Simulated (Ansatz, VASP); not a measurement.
# Two plane-wave programs on Al2O3 (Corundum)

```
Al O
1.0
     2.39601    1.38334    4.36056
    -2.39601    1.38334    4.36056
     0.00000   -2.76668    4.36056
Al O
4 6
Direct
  0.85216 0.85216 0.85216
  0.64784 0.64784 0.64784
  0.14784 0.14784 0.14784
  0.35216 0.35216 0.35216
  0.05668 0.75000 0.44332
  0.75000 0.44332 0.05668
  0.44332 0.05668 0.75000
  0.94332 0.25000 0.55668
  0.25000 0.55668 0.94332
  0.55668 0.94332 0.25000
```

Alike in both runs: task single point; functional PBE; k mesh 7 × 7 × 7; occupations fermi-dirac, width 0.05 eV; no spin polarisation.

```csv
,VASP,Ansatz
version,VASP 6.6.1,Ansatz 0.2.0
potentials or method,"VASP PAW PBE potentials, release 64 (Al, O)",SSSP precision PAW
plane-wave cutoff (eV),520,1020
valence electrons in the cell,48,48
```

```csv
,VASP,Ansatz,Ansatz less VASP
gap on the k mesh at the Fermi level (eV),5.97,5.97,-0.001
least direct gap on the mesh (eV),5.97,5.97,-0.001
pressure (GPa),2.2,2.9,+0.67
largest component of the traceless stress (GPa),0.17,0.26,+0.085
rms of the force components (eV/Å),0.020,0.029,+0.0085
```

Atom by atom the forces differ by 0.009 eV/Å (rms over components).

Caveats: an odd mesh through Γ misses points on the zone boundary, where band edges often lie (VASP); odd divisions of the mesh miss points on the zone boundary, where band edges often lie, so the gap on the mesh can be too wide (Ansatz). As with any semilocal functional, this PBE gap is likely too small.
